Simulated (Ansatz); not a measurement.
**Migration of H in BeS**

Computed with Ansatz, DFT PBEsol, scalar-relativistic, plane waves, PAW. Run with 420 eV cutoff, 2×2×2 k-mesh, shifted by half a step, Gaussian smearing of 0.02 eV, no spin polarisation.

Host crystal, relaxed:

```cif
data_structure
_symmetry_space_group_name_H-M 'P 1'
_symmetry_Int_Tables_number 1
_cell_length_a 3.4208
_cell_length_b 3.4208
_cell_length_c 3.4208
_cell_angle_alpha 60.000
_cell_angle_beta 60.000
_cell_angle_gamma 60.000
_cell_volume 28.30
loop_
_atom_site_label
_atom_site_type_symbol
_atom_site_fract_x
_atom_site_fract_y
_atom_site_fract_z
_atom_site_occupancy
Be1 Be 0.00000 0.00000 0.00000 1
S1 S 0.75000 0.75000 0.75000 1
```

In a supercell of 32 host sites with charge +1, interstitial H hops to an equivalent place, moving 1.37 Å between the relaxed ends. Climbing-image nudged elastic band at fixed cell with images 0 (start) to 6 (end), the path measured over all atoms, converged to 0.05 eV/Å; the order of the saddle wasn't checked, and the small cell leaves errors of about a tenth of an eV. Zero-point motion and tunnelling, which matter for H, are left out.

Supercell rows in host cell vectors: 1 1 -3; -3 1 1; 1 1 1. H was set at (0.250, 0.250, 0.250) of the host cell.

At the relaxed start H has 1 S at 1.36 Å, 1 Be at 1.81 Å, 1 S at 2.44 Å, 2 Be at 2.64 Å, 1 S at 2.84 Å, 1 S at 2.85 Å, 1 Be at 2.96 Å.

(1) How high is the barrier, and where does the atom pass?

Results:

(1) 0.21 eV at image 3, where H has 1 Be at 1.61 Å, 2 S at 1.67 Å.

Cost: 1 run of about 20 core-minutes, on Arm Neoverse N1 (shared hosts).